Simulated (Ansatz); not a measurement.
The system is CsPbCl3.

```
Pb Cs Cl
1.0
     5.60500    0.00000    0.00000
     0.00000    5.60500    0.00000
     0.00000    0.00000    5.60500
Pb Cs Cl
1 1 3
Direct
  0.50000 0.50000 0.50000
  0.00000 0.00000 0.00000
  0.50000 0.00000 0.50000
  0.00000 0.50000 0.50000
  0.50000 0.50000 0.00000
```

Base run:

| Property | Result |
| --- | --- |
| Program | Ansatz 0.2.0 |
| Functional | revPBE |
| Potentials or basis | Ansatz PAW |
| Cutoff | 420 eV (not typed: the program's choice for these potentials) |
| k mesh | 5 × 5 × 5 |
| Occupations | fermi-dirac, width 0.05 eV |
| Spin | no spin polarisation |

Its results: pressure 2.9 GPa.

The run is repeated on the same cell with these changes: functional from revPBE to PBE. What comes out?

Pressure 1.7 GPa.

PBE binds more tightly than revPBE, so the same cell stands under less pressure.

Caveats: the PAW data sets come from PBE, with cores solved anew for the run's functional, which leaves a small shift of forces and pressure (some runs).
